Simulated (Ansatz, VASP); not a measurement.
# RbBr: VASP beside Ansatz

The input INCAR:

```
SYSTEM = RbBr
PREC     = Accurate       ! precision mode
ENCUT    = 600            ! plane-wave cutoff, eV
EDIFF    = 1E-7           ! SCF threshold, eV
ISMEAR   = -1             ! smearing method
SIGMA    = 0.02           ! smearing width, eV
LREAL    = .False.        ! projectors in reciprocal space
LASPH    = .True.         ! aspherical terms in the spheres
NELM     = 80             ! most SCF steps
ALGO     = Normal         ! electronic algorithm
ISIF     = 3              ! what is computed and relaxed
LWAVE    = .False.        ! write WAVECAR
LCHARG   = .False.        ! write CHGCAR
GGA      = PE             ! functional
IBRION   = 2              ! ionic algorithm
NSW      = 100            ! ionic steps
EDIFFG   = -0.005         ! ionic threshold
```

KPOINTS

```
regular mesh
0
Gamma
  6 6 6
  0 0 0
```

POSCAR

```
RbBr
1.0
    0.0000000000      3.4559503595      3.4559503595
    3.4559503595      0.0000000000      3.4559503595
    3.4559503595      3.4559503595      0.0000000000
Rb Br
1 1
Direct
    0.0000000000      0.0000000000      0.0000000000
    0.5000000000      0.5000000000      0.5000000000
```

Input for Ansatz:

```yaml
crystal:
  lattice:
    - [0.0, 3.4559503595, 3.4559503595]
    - [3.4559503595, 0.0, 3.4559503595]
    - [3.4559503595, 3.4559503595, 0.0]
  atoms:
    - { symbol: Rb, position: [0.0, 0.0, 0.0] }
    - { symbol: Br, position: [0.5, 0.5, 0.5] }
kpoints:
  mp_grid: { grid: [6, 6, 6] }
scf:
  occupations: { method: fermi_dirac, width: 0.02 }
hamiltonian:
  xc: pbe
  pseudopotentials: { kind: all_electron, lapw: { basis_error: 0.001 } }
output:
  forces: true
  stress: true
relax:
  f_tol: 0.005
  max_steps: 80
  cell: {}
```

Alike in both runs: task relaxation of cell and atoms; functional PBE; k mesh 6 × 6 × 6; occupations fermi-dirac, width 0.02 eV; no spin polarisation.

|  | VASP | Ansatz |
| --- | --- | --- |
| version | VASP 6.6.1 | Ansatz 0.2.0 |
| potentials or method | VASP PAW PBE potentials, release 64 (Rb_sv, Br) | all-electron LAPW, scalar-relativistic |
| plane-wave cutoff (eV) | 600 | see its input |

```csv
,VASP,Ansatz,Ansatz less VASP
relaxed volume (Å³/atom),43.29,43.10,-0.188
relaxed cell length with the largest relative difference (Å),4.966,4.958,-0.0072
energy change over the relaxation (meV/atom),-4,-3,+0.3
```

Ansatz ran all-electron here, so the differences hold the error of VASP's frozen core and of both bases.
